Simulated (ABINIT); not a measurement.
ZrS2:

```
Zr S
1.0
     3.69138    0.00000    0.00000
    -1.84569    3.19683    0.00000
     0.00000    0.00000    6.04108
Zr S
1 2
Cartesian
  0.0000 0.0000 0.0000
  0.0000 2.1312 1.4372
  1.8457 1.0656 4.6038
```

The cell is a database's computed one.

Base run:

* Program: ABINIT 10.8.3 (patched build)
* Functional: SOGGA
* Potentials or basis: JTH PAW PBE v2.0
* Cutoff: 544 eV
* k mesh: 8 × 8 × 5
* Occupations: fermi-dirac, width 0.05 eV
* Spin: no spin polarisation

Its results: band gap on the k mesh 0.97 eV, indirect (least direct gap 1.59 eV); pressure -3.4 GPa; largest force 0.208 eV/Å.

**Question.** The run is repeated on the same cell with these changes: functional from SOGGA to BP86. What comes out?

**Answer.** Band gap on the k mesh 1.04 eV, indirect (least direct gap 1.62 eV); pressure 0.8 GPa; largest force 0.057 eV/Å.

Caveats: the PAW data sets were made with another functional, which shifts forces and pressure a little.
